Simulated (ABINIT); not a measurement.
Wanted: the native input for an ABINIT 10.8.3 (patched build) run.

```
Task                                            : equation of state
Functional                                      : PBEsol
Potentials or basis                             : JTH PAW PBE v2.0 sp
Cutoff                                          : 408 eV
k mesh                                          : 9 × 9 × 9
Occupations                                     : fermi-dirac, width 0.05 eV
Spin                                            : no spin polarisation
Fine-grid cutoff                                : 816.342 eV
Exchange and correlation inside the PAW spheres : full angular mesh (pawxcdev 0, this build's default; the released program takes 1)
```

The system is Sn.

```
Sn
1.0
    -2.94014    2.94014    1.59930
     2.94014   -2.94014    1.59930
     2.94014    2.94014   -1.59930
Sn
2
Direct
  0.00000 0.00000 0.00000
  0.75000 0.25000 0.50000
```

These files were run (other wordings do the same):

run.abi

```
ndtset 7
getwfk -1
scalecart1 3*0.9795861087
scalecart2 3*0.9864848297
scalecart3 3*0.9932883884
scalecart4 3*1.0000000000
scalecart5 3*1.0066227096
scalecart6 3*1.0131594038
scalecart7 3*1.0196128224

pp_dirpath "./"
pseudos "Sn.GGA_PBE-JTH_sp.xml"

acell 3*1.0
rprim
    -5.5560602284     5.5560602284     3.0222427496
     5.5560602284    -5.5560602284     3.0222427496
     5.5560602284     5.5560602284    -3.0222427496
ntypat 1
znucl 50
natom 2
typat 1 1
xred
     0.0000000000     0.0000000000     0.0000000000
     0.7500000000     0.2500000000     0.5000000000

ecut 408.170794 eV
pawecutdg 30.0

kptopt 1
ngkpt 9 9 9
nshiftk 1
shiftk 0.0 0.0 0.0

ixc -116133

nband 8
occopt 3
tsmear 0.05 eV

nstep 100
tolvrs 1.0e-9

iomode 3
prtwf 1
prtden 0
prteig 0
prtebands 0
enunit 1
```

Potentials or basis: JTH PAW PBE v2.0 sp.

Command:

```console
$ abinit run.abi > log 2>&1
```

Results of the run:

```json
{
  "Equilibrium volume": "26.98 Å³/atom",
  "Bulk modulus at fixed shape and positions": "57 GPa",
  "Pressure derivative of the bulk modulus": "4.7"
}
```

Caveat: the cutoff is too short for stress, so the log's stress isn't used; pressures at fixed basis lie under the slope of the energies; the cell was scaled at fixed shape and fractional positions, which overstates the stiffness of a crystal with free parameters, most of all of layers and chains; the PAW data sets were made with another functional, which shifts forces and pressure a little; this set keeps more shells in the core, which shifts pressures and gaps.

It took 2.1 min on 1 thread of Arm Neoverse V1 (shared host), peak memory 0.17 GiB.
